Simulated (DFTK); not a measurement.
Runs of DFTK 0.8.2 on GaN. Symmetry: F-43m, No. 216, cubic system. Conventional cell: a = 4.507 Å, b = 4.507 Å, c = 4.507 Å, α = 90.00°, β = 90.00°, γ = 90.00°. Ga (site symmetry -43m) has 4 N at 1.95 Å as nearest neighbours. N (site symmetry -43m) has 4 Ga at 1.95 Å as nearest neighbours. The cell is a database's computed one.

```csv
task,level,potentials or basis,k mesh,cutoff (eV),valence electrons,SCF solver,mesh quality,gap on the mesh (eV)
band structure,TASK,"cp2k.nc.sr.pbe.v0_1.largecore.gth (PBE, GTH, large core)",7 × 7 × 7,2122,"Ga 3, N 5",ScfAndersonSolver,not flagged,2.86
single point,PBEsol,dojo.nc.sr.pbesol.v0_4_1.standard.upf (PBEsol),10 × 10 × 10,1143,"Ga 13, N 5",-,not flagged,(a)
band structure,BJ06,"cp2k.nc.sr.pbe.v0_1.largecore.gth (PBE, GTH, large core)",7 × 7 × 7,2122,"Ga 3, N 5",ScfAndersonSolver,not flagged,2.72
band structure,LDA,"cp2k.nc.sr.lda.v0_1.largecore.gth (LDA, GTH, large core)",10 × 10 × 10,1633,"Ga 3, N 5",-,not flagged,2.23
```

Alike in all rows: no spin polarisation; cell as given; smearing fermi-dirac 0.05 eV.

Task: Fill in the values left out.

Result: (a) 1.71.

Caveats: this set keeps more shells in the core, which shifts pressures and gaps (some runs); the program leaves the constant c of mgga_x_tb09 at 1, so the potential is Becke-Johnson's (BJ06) and not Tran and Blaha's, with levels but no total energy (some runs); the program warned that the kinetic-energy density falls under its von Weizsäcker bound, which can give unphysical results (some runs).

A k mesh can miss the band edges, and the runs leave out spin-orbit coupling on Ga.

Not every run made on this cell is shown here.
